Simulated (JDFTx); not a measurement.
**Fe under changes of volume**

One of the cells (12.019 Å³/atom); the others are scaled copies at fixed shape and fractional positions:

```
Fe
1.0
    -1.44300    1.44300    1.44300
     1.44300   -1.44300    1.44300
     1.44300    1.44300   -1.44300
Fe
1
Direct
  0.00000 0.00000 0.00000
```

| Item | Value |
| --- | --- |
| Program | JDFTx 1.7.0 (patched build) |
| Functional | PBEsol |
| Potentials or basis | PseudoDojo-SR-PBEsol-0.4.1-standard |
| Cutoff | 1225 eV |
| Density cutoff | 4898 eV |
| k mesh | 13 × 13 × 13 |
| Occupations | fermi-dirac, width 0.05 eV |
| Spin | collinear spin, ferromagnetic start |
| Starting moments | [3.0] μB |

```csv
volume (Å³/atom),energy over the lowest point (meV/atom),pressure (GPa),moment (μB per cell)
11.298,0.00,-8.3,2.18
11.538,14.86,-11.3,2.24
11.778,33.35,-13.6,2.31
12.019,55.30,-15.6,2.38
12.259,79.24,-16.2,2.49
12.499,103.44,-17.1,2.57
12.740,?,?,?
```

Q: What does the run at 12.740 Å³/atom give?

A: Energy over the lowest point 129.66 meV/atom; pressure -18.7 GPa; moment 2.61 μB per cell.

Worked out: A Birch-Murnaghan fit of order 3 (a polynomial in V^(-2/3)) to the other rows has no minimum within the range. It gives 128.19 meV/atom at 12.740 Å³/atom, against the run's 129.66, and -dE/dV = -16.3 GPa, against -18.7. A parabola through the other rows of the moment, of slope 0.465 μB per Å³/atom there, extrapolates to 2.68 μB, against the run's 2.61.

Energies are extrapolated to zero smearing.
